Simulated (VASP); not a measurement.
# PbTe in VASP: how settings move the PBEsol relaxation

Aim: see what changed inputs do to the PBEsol relaxation of PbTe built on the zincblende prototype. This is a trial cell built on a prototype, not taken from a measured structure, and it needn't be the compound's ground state.

Program: VASP 6.6.1. PAW datasets, plane waves. Computed, not measured; no magnetism was allowed, and the structure may never have been made.

### Step 1. The structure to begin with

The cell comes from an earlier relaxation with PBE in another program.

The symmetry is F-43m (No. 216, cubic); conventional cell a = 7.331 Å, 49.25 Å³ an atom. Pb has 4 Te at 3.17 Å; Te has 4 Pb at 3.17 Å.

The structure in full:

```xyz
2
Lattice="0.0000 3.6654 3.6654 3.6654 0.0000 3.6654 3.6654 3.6654 0.0000" Properties=species:S:1:pos:R:3 pbc="T T T"
Pb    0.0000    0.0000    0.0000
Te    1.8327    1.8327    1.8327
```

The PBEsol run on sound settings gave: energy (σ→0) -7.6958 eV, final volume 46.785 Å³/atom.

### Step 2. Variant 1

INCAR reads:

```
ENCUT = 600.000000
SIGMA = 0.020000
EDIFF = 1.00e-07
EDIFFG = -5.00e-03
GGA = PS
PREC = Accurate
IBRION = 2
ISIF = 3
ISMEAR = -1
NBANDS = 17
NSW = 40
LASPH = .TRUE.
LCHARG = .FALSE.
LWAVE = .FALSE.
LREAL = .FALSE.
NELECT = 20.1
PSTRESS = 10
NELM = 54
```

KPOINTS reads:

```
KPOINTS created by Atomic Simulation Environment
0
Gamma
6 6 6
0 0 0
```

POSCAR reads:

```
Pb Te
 1.0000000000000000
     0.0000000000000000    3.6654227788881641    3.6654227788881641
     3.6654227788881641   -0.0000000000000000    3.6654227788881641
     3.6654227788881641    3.6654227788881641   -0.0000000000000000
 Pb  Te
   1   1
Cartesian
 -0.0000000000000000 -0.0000000000000000 -0.0000000000000000
  1.8327113894440821  1.8327113894440821  1.8327113894440821
```

Potentials: the recommended PBE PAW datasets, 20 valence electrons in the neutral cell.

On the command line:

```
> mpirun -np 1 vasp_std
```

Before running it: what results should come out? Wanted: for each run, changed; ending; energy change; volume; electronic steps; usable.

The runs gave:

| run | changed | ending | energy change (meV/atom) | volume (Å³/atom) | electronic steps | time | usable |
| --- | --- | --- | --- | --- | --- | --- | --- |
| ref. | – | converged | 0 | 46.785 | – | – | yes |
| 1 | NELECT = 20.1, PSTRESS = 10, NELM = 54 | converged | – | 47.184 | 35 | 1.8 min | no |

What this shows: The altered input ended normally, but is faulty or unsound.
